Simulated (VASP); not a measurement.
# BAs: convergence, phonons at the zone centre

BAs, F-43m (no. 216), 2 atoms in the cell. R2SCAN, zone-centre phonons; PAW potentials As, B (PBE set). VASP 6.6.1.

Wanted: optical modes within 2 cm⁻¹.

Geometry: relaxed with this functional.

POSCAR:
```
BAs
1.0
    0.0000000000      2.3933152975      2.3933152975
    2.3933152975      0.0000000000      2.3933152975
    2.3933152975      2.3933152975      0.0000000000
As B
1 1
Direct
    0.7500000000      0.7500000000      0.7500000000
    0.0000000000      0.0000000000      0.0000000000
```

The series start from Plane-wave cutoff (eV): 420; k mesh: 8x8x8; Method: finite differences with symmetry (IBRION 6, NFREE 2, POTIM 0.015); Electronic algorithm: Normal. Each series keeps the choices made before it, and each single choice may use up half of a tolerance.

## Plane-wave cutoff (eV)

| Plane-wave cutoff (eV) | Optical modes, largest deviation (cm⁻¹) | SCF iterations | Time (s) |
|---|---|---|---|
| 260 | 0.8 | 67 | 38 |
| 320 | 0.3 | 66 | 44 |
| 420 | 0.3 | 61 | 46 |
| 480 | 0.2 | 58 | 42 |
| 580 (reference) | 0.0 | 56 | 99 |

Chosen: 260, the loosest value from which every tighter one stays within half of the tolerance.

## k mesh

| k mesh | Optical modes, largest deviation (cm⁻¹) | SCF iterations | Time (s) |
|---|---|---|---|
| 4x4x4 | 14.3 | 69 | 24 |
| 6x6x6 | 2.0 | 67 | 32 |
| 8x8x8 | 0.3 | 67 | 38 |
| 10x10x10 (reference) | 0.0 | 66 | 67 |

Chosen: 8x8x8.

## Method

| Method | Optical modes, largest deviation (cm⁻¹) | Time (s) |
|---|---|---|
| finite differences with symmetry (IBRION 6, NFREE 2, POTIM 0.015) | 0.0 | 38 |
| one displacement (NFREE 1) | 0.0 | 28 |
| four displacements (NFREE 4) | 0.1 | 89 |
| POTIM 0.005 | 0.0 | 47 |
| POTIM 0.04 | 0.6 | 50 |
| no symmetry (IBRION 5) | 0.0 | 111 |

Chosen: finite differences with symmetry (IBRION 6, NFREE 2, POTIM 0.015); no other choice that stays within half of the tolerance saves 30 % of the time.

## Electronic algorithm

| Electronic algorithm | Optical modes, largest deviation (cm⁻¹) | SCF iterations | Time (s) |
|---|---|---|---|
| Normal | 0.0 | 67 | 38 |
| Fast | 0.0 | 83 | 58 |
| All | 0.0 | 45 | 42 |

Chosen: Normal.

## All choices together

| Input | Optical modes, largest deviation (cm⁻¹) | Time (s) |
|---|---|---|
| program defaults, KSPACING-like mesh of 0.5 per A (naive) | 6.2 | 6.5 |
| chosen settings | 0.5 | 38 |
| reference settings throughout | 0.0 | 128 |

The tolerance is met.

Values of the reference run: Optical modes: 699.6, 699.6, 699.6 cm⁻¹.

## The input

INCAR:
```
SYSTEM = BAs
  PREC = Accurate
  ENCUT = 260
  EDIFF = 1E-7
  ISMEAR = 0
  SIGMA = 0.02
  LREAL = .FALSE.
  LASPH = .TRUE.
  ALGO = Normal
  NELM = 120
  LWAVE = .FALSE.
  LCHARG = .FALSE.
  METAGGA = R2SCAN
  LMIXTAU = .TRUE.
  IBRION = 6
  NFREE = 2
  POTIM = 0.015
  NSW = 1
  ISIF = 2
  KPAR = 2
```

KPOINTS:
```
Automatic mesh
0
Gamma
  8 8 8
  0 0 0
```

Commands:
```
cat potpaw_PBE.64/As/POTCAR potpaw_PBE.64/B/POTCAR > POTCAR
mpirun -np 2 vasp_std > vasp.out
```

Limits: the long-range field of polar modes isn't in these frequencies, so the longitudinal modes come out as transverse ones.

The chosen input took VASP 6.6.1 38 s on 2 cores (Intel Xeon 6975P-C (Granite Rapids)), a shared host.

## An input that fails: cutoff far too low

It runs to its end, but against the unchanged starting input it is off by 8.6 cm⁻¹ in the optical modes.

Changes against the starting input:
```
- ENCUT = 420
+ ENCUT = 180
```
